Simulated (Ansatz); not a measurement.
The system is SnSe.

```
CELL_PARAMETERS angstrom
11.42000 0.00000 0.00000
0.00000 4.19000 0.00000
0.00000 0.00000 4.46000
ATOMIC_POSITIONS crystal
Sn 0.87700 0.75000 0.90900
Sn 0.62300 0.25000 0.40900
Sn 0.37700 0.75000 0.59100
Sn 0.12300 0.25000 0.09100
Se 0.64300 0.75000 0.98400
Se 0.85700 0.25000 0.48400
Se 0.14300 0.75000 0.51600
Se 0.35700 0.25000 0.01600
```

* Program: Ansatz 0.2.0
* Task: relaxation of cell and atoms
* Functional: r2SCAN
* Dispersion: D3(BJ)
* Potentials or basis: Ansatz PAW
* Cutoff: 500 eV (not typed: the program's choice for these potentials)
* k mesh: 3 × 6 × 6
* Occupations: fermi-dirac, width 0.05 eV
* Spin: no spin polarisation

At the start: volume 26.68 Å³/atom.

Q: How do energy, volume and symmetry change on relaxing?

A: It ends after 7 steps and the volume is 27.25 Å³/atom (+2.1 %); space group Pnma (No. 62, to 0.05 Å).

Step by step:
| step | energy change (eV) | largest force (eV/Å) | volume (Å³) |
| --- | --- | --- | --- |
| 1 | 0.0000 | 0.2044 | 213.41 |
| 2 | -0.0103 | 0.0755 | 221.09 |
| 3 | -0.0405 | 0.0509 | 218.88 |
| 4 | -0.0562 | 0.0870 | 222.01 |
| 5 | -0.0655 | 0.0165 | 218.43 |
| 6 | -0.0661 | 0.0085 | 217.97 |
| 7 | -0.0664 | 0.0085 | 217.97 |

Final structure:
```xyz
8
Lattice="11.5353 0.0000 0.0000 0.0000 4.1165 0.0000 0.0000 0.0000 4.5904" Properties=species:S:1:pos:R:3 pbc="T T T"
Sn   10.1712    3.0873    4.0506
Sn    7.1317    1.0291    1.7554
Sn    4.4036    3.0873    2.8350
Sn    1.3640    1.0291    0.5398
Se    7.4591    3.0873    4.5263
Se    9.8438    1.0291    2.2311
Se    1.6915    3.0873    2.3593
Se    4.0761    1.0291    0.0641
```

Caveat: the plane-wave basis is chosen anew once the cell has moved, so the energies of steps on either side of that aren't comparable; the PAW data sets come from PBE, with cores solved anew for the run's functional, which leaves a small shift of forces and pressure; the dispersion damping was fitted for another functional or another form of the correction.
